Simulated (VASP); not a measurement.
# Si under changes of volume

One of the cells (14.961 Å³/atom); the others are scaled copies at fixed shape and fractional positions:

```
Si
1.0
     2.63790    0.00000    0.00000
    -1.31895    2.28449    0.00000
     0.00000    0.00000    2.48269
Si
1
Direct
  0.00000 0.00000 0.00000
```

This isn't the form of Si at room conditions, which is diamond.

```yaml
Program: VASP 6.6.1
Functional: PBE
Potentials_or_basis: VASP PAW PBE potentials, release 64 (Si)
Cutoff: 520 eV
k_mesh: 12 × 12 × 11
Occupations: fermi-dirac, width 0.05 eV
Spin: no spin polarisation
```

| volume (Å³/atom) | energy over the lowest point (meV/atom) | pressure (GPa) |
| --- | --- | --- |
| 13.788 | ? | ? |
| 14.081 | 24.15 | 8.5 |
| 14.375 | 11.26 | 5.6 |
| 14.961 | 0.00 | 0.7 |
| 15.255 | 0.64 | -1.4 |
| 15.548 | 4.85 | -3.2 |

Question: What does the run at 13.788 Å³/atom give?

Answer: Energy over the lowest point 42.60 meV/atom; pressure 11.7 GPa.

Worked out: A Birch-Murnaghan fit of order 3 (a polynomial in V^(-2/3)) to the other rows has its minimum at 15.06 Å³/atom with B0 = V·E''(V) = 108 GPa and B' = 4.6 at fixed shape and positions, which overstates the stiffness. It gives 42.58 meV/atom at 13.788 Å³/atom, against the run's 42.60, and -dE/dV = 11.7 GPa, against 11.7.

Energies are extrapolated to zero smearing.
